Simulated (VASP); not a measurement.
Input of a VASP 6.6.1 run:

File INCAR:

```
PREC     = Accurate       # precision mode
ENCUT    = 520            # plane-wave cutoff, eV
EDIFF    = 1E-6           # SCF threshold, eV
ISMEAR   = -1             # smearing method
SIGMA    = 0.02           # smearing width, eV
LREAL    = Auto         
LASPH    = True           # aspherical terms in the spheres
NELM     = 80             # most SCF steps
ALGO     = Normal         # electronic algorithm
ISIF     = 2              # what is computed and relaxed
LWAVE    = False          # write WAVECAR
LCHARG   = False          # write CHGCAR
GGA      = PE             # functional
IVDW     = 12             # dispersion correction
NBANDS   = 66             # bands
```

File KPOINTS:

```
regular mesh
0
Gamma
  1 1 1
```

File POSCAR:

```
H4CO
1.0
    7.3803230000      0.0000000000      0.0000000000
    0.0000000000      7.3803230000      0.0000000000
    0.0000000000      0.0000000000      7.3803230000
C O H
6 6 24
Direct
    0.4730009784      0.6107185282      0.5483499841
    0.3201214906      0.3207176705     -0.0636286515
    0.6299859776      0.1473648240      0.2582407301
    0.0961069048      0.8176471409      0.4390187259
    0.8978062342      0.1642204549      0.6933165391
    0.7617688277      0.6390777206      0.8846496285
    0.5949333112      0.7286266468      0.4628930197
    0.2798387008      0.1347502000     -0.0753490057
    0.6065181700      0.0420713294      0.1045076211
   -0.0147961004      0.6674504625      0.4910489690
    0.9394846269      0.0298767412      0.8253974792
    0.9584810854      0.6361916680      0.8609379291
    0.3658240974      0.5612085000      0.4551426814
    0.7137763483      0.6990615451      0.4993548385
    0.5343804058      0.4960893988      0.6179810829
    0.3909855978      0.6689138131      0.6565295313
    0.2362904713      0.4111202179     -0.1479068057
    0.3729105081      0.0675986674     -0.0009349184
    0.2931037029      0.3651466203      0.0847794873
    0.4779330119      0.3475457646     -0.0866222251
    0.5885379271      0.2900821549      0.2192315973
    0.6869753532      0.0824083174      0.0062734382
    0.5700292521      0.1002937134      0.3831268631
    0.7782857200      0.1664290303      0.2976563492
    0.0209611422      0.8974132975      0.3416652632
    0.0114629129      0.6222898375      0.6176694435
    0.1204147840      0.9211385464      0.5452064903
    0.2231203160      0.7885833723      0.3715826530
    0.7511730855      0.1798566269      0.6952947723
    1.0510109110      0.0719209715      0.8900287968
    0.9513133775      0.2977376464      0.7346561932
    0.9203797720      0.1422295474      0.5524825946
    0.7221228664      0.4871873494      0.8494885657
    0.9946990125      0.7640180518      0.8758695250
    0.7103754131      0.6760815211      1.0169202622
    0.7061208568      0.7355233640      0.7820524928
```

Potentials or basis: VASP PAW PBE potentials, release 64 (C, O, H).

Run with:

```bash
$ cat potpaw_PBE.64/C/POTCAR potpaw_PBE.64/O/POTCAR potpaw_PBE.64/H/POTCAR > POTCAR
$ mpirun -np 1 vasp_gam > vasp.out
```

(1) Estimate the pressure.

(2) What does it give for the band gap on the k mesh?

(3) What does it give for the dispersion energy per atom?

(4) What does it give for the largest force?

Results:

(1) -0.7 GPa.

(2) 4.58 eV, direct.

(3) -0.034 eV.

(4) 3.744 eV/Å.
